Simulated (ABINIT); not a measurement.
A run of ABINIT 10.8.3 (patched build) is set up as follows.

The input run.py:

```python
import json, os
import numpy as np
from ase.constraints import FixSymmetry
from ase.optimize import BFGS
from ase.filters import FrechetCellFilter
from ase.units import GPa
from ase.calculators.mixing import SumCalculator
from dftd3.ase import DFTD3
from ase.calculators.abinit import Abinit, AbinitProfile
from ase import Atoms

atoms = Atoms(['Ga'],
              cell=[[-1.3843987196, 1.3843987196, 2.3112238365], [1.3843987196, -1.3843987196, 2.3112238365], [1.3843987196, 1.3843987196, -2.3112238365]],
              scaled_positions=[[0.0, 0.0, 0.0]],
              pbc=True)

profile = AbinitProfile(command='abinit', pp_paths=[os.path.abspath('pseudos')])
params = dict(
    pps='pawxml', xc='PBE',
    chksymtnons=0,
    tolsym=1e-05,
    ecut=462.5936,
    pawecutdg=925.1871,
    pawxcdev=0,
    kptopt=1,
    ngkpt=[13, 13, 13],
    nshiftk=1,
    shiftk=[0.0, 0.0, 0.0],
    ixc=11,
    nband=11,
    occopt=3,
    tsmear=0.05,
    nstep=100,
    tolvrs=1e-09,
    prtwf=0,
    prtden=0,
    ecutsm=0.5,
)

atoms.calc = SumCalculator([Abinit(profile=profile, directory='run', **params), DFTD3(method='pbe', damping='d3zero')])
atoms.set_constraint(FixSymmetry(atoms, symprec=1e-4))
opt = BFGS(FrechetCellFilter(atoms), trajectory='opt.traj')
converged = opt.run(fmax=0.02, steps=30)
print('converged', converged)
print('cell (A)', np.round(atoms.cell[:], 5).tolist())
energy = atoms.get_potential_energy()
forces = atoms.get_forces()
stress = atoms.get_stress()
print(f'energy {energy:.6f} eV')
print('forces (eV/A)')
print(np.round(forces, 5))
print('stress (GPa, Voigt, tension positive)', np.round(stress / GPa, 4))
json.dump(dict(energy=energy, forces=forces.tolist(), stress=stress.tolist(), cell=atoms.cell.tolist(), frac=atoms.get_scaled_positions(wrap=False).tolist()), open('results.json', 'w'))
```

Potentials or basis: JTH PAW PBE v2.0.

Launch:

```sh
$ python run.py
```

Problem. Estimate the dispersion energy per atom.

Solution. -0.183 eV.

Problem. Predict the band gap on the k mesh.

Solution. None (metal or under the smearing width).

Problem. Estimate the space group after relaxing (to 0.05 Å).

Solution. I4/mmm (No. 139).

Problem. Estimate the relaxed volume.

Solution. 18.29 Å³/atom.

Stress tensor (GPa, compression positive):
```
-0.13  0.00  0.00
 0.00 -0.13  0.00
 0.00  0.00  0.08
```

Caveat: the log and the count of SCF iterations are those of the last ABINIT call alone; pairwise dispersion overbinds metals, which lowers pressure and volume.
